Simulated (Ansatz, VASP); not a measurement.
# Two plane-wave programs on Si2Ni

```
Si Ni
1.0
     0.00000    2.69450    2.69450
     2.69450    0.00000    2.69450
     2.69450    2.69450    0.00000
Si Ni
2 1
Cartesian
  1.3472 1.3472 1.3472
  4.0417 4.0417 4.0417
  0.0000 0.0000 0.0000
```

Alike in both runs: functional PBEsol; k mesh 12 × 12 × 12; occupations fermi-dirac, width 0.08 eV; no spin polarisation.

Ansatz relaxed the structure, and its values are those at the end. VASP's run is a single point on that final structure, the one shown.

|  | VASP | Ansatz |
| --- | --- | --- |
| version | VASP 6.6.1 | Ansatz 0.2.0 |
| potentials or method | VASP PAW PBE potentials, release 64 (Si, Ni) | PAW with Ansatz's default frozen-core files, scalar-relativistic |
| plane-wave cutoff (eV) | 520 | 420 |
| valence electrons in the cell | 18 | 26 |

Ansatz gave:

- pressure (GPa): 0.0

**Question.** Which values does VASP return?

**Answer.** Pressure (GPa): 0.1.

The two sets of potentials don't hold the same shells in valence.

Caveats: the PAW data sets were made with another functional, which shifts forces and pressure a little (VASP). Spin polarisation is off, so any magnetic state and its effect on volume and gap are missing.
